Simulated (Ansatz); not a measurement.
An element in the fcc structure gives these cold pressures by all-electron LAPW under PBE (Ansatz 0.2.0, scalar-relativistic, no spin polarisation).

```
V (Å³/atom)  P (GPa)
       7.31     0.05
       6.58    19.04
       5.85     50.8
       5.12    102.6
       4.39    194.2
       3.66    362.3
       2.93    729.4
```

Problem. Which element is it?

Solution. C. Its zero-pressure volume in this structure is near 7.3 Å³/atom; the volume and the steepness of P(V) together point to it, though neighbours can come close. Other candidates weren't computed, and some may come near.
